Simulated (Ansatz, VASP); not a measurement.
**Two plane-wave programs on LiF**

The input INCAR:

```
ALGO     = Normal         # electronic algorithm
EDIFF    = 1E-7           # SCF threshold, eV
ENCUT    = 520            # plane-wave cutoff, eV
ISIF     = 2              # what is computed and relaxed
ISMEAR   = 0              # smearing method
LASPH    = T              # aspherical terms in the spheres
LCHARG   = F              # write CHGCAR
LREAL    = F              # projectors in reciprocal space
LWAVE    = F              # write WAVECAR
NBANDS   = 18             # bands
NELM     = 100            # most SCF steps
PREC     = Accurate       # precision mode
SIGMA    = 0.01           # smearing width, eV
```

KPOINTS

```
k-points
0
Gamma
  5 5 3
```

Contents of POSCAR:

```
LiF
1.0
    3.0609398200      0.0000000000      0.0000000000
   -1.5304699100      2.6508516400      0.0000000000
    0.0000000000      0.0000000000      4.8073245700
Li F
2 2
Direct
    0.3333333293      0.6666666717      0.3811542602
    0.6666666674      0.3333333283      0.8811542592
    0.3333333293      0.6666666717      0.9938437400
    0.6666666674      0.3333333283      0.4938437410
```

Input for Ansatz:

```yaml
crystal:
  lattice:
    - [3.06093982, 0.0, 0.0]
    - [-1.53046991, 2.65085164, 0.0]
    - [0.0, 0.0, 4.80732457]
  atoms:
    - { symbol: Li, position: [0.3333333293143074, 0.6666666716964967, 0.38115426019591603] }
    - { symbol: Li, position: [0.666666667418722, 0.33333332830350326, 0.8811542591558366] }
    - { symbol: F, position: [0.3333333293143074, 0.6666666716964967, 0.9938437399911195] }
    - { symbol: F, position: [0.666666667418722, 0.33333332830350326, 0.49384374103119905] }
accuracy: low
basis:
  ecutwfc: 420.0
kpoints:
  mp_grid:
    grid: [5, 5, 3]
hamiltonian:
  xc: lda
scf:
  algorithm: density_mixing
  mixing:
    algorithm: msr1
    beta: 0.3
  occupations:
    method: fixed
output:
  wannier:
    kmesh: [5, 5, 3]
    projections:
      - { species: F, l: p }
    minimise: true
```

Measurements of this composition are mostly on another form, of space group No. 225.

Alike in both runs: task single point; functional LDA; k mesh 5 × 5 × 3; no spin polarisation.

```csv
,VASP,Ansatz
version,VASP 6.6.1,Ansatz 0.2.0
potentials or method,"VASP PAW LDA potentials, release 64 (Li_sv, F)","plane waves, PAW"
plane-wave cutoff (eV),520,420
occupations,"gaussian, width 0.01 eV",fixed
valence electrons in the cell,20,20
```

VASP gave:

- gap on the k mesh at the Fermi level (eV): 7.59

Question: Estimate Ansatz's values.

Answer: gap on the k mesh at the Fermi level (eV): 7.60.

Caveats: the k mesh is coarse (spacing up to 0.47 Å⁻¹), so the values aren't converged.
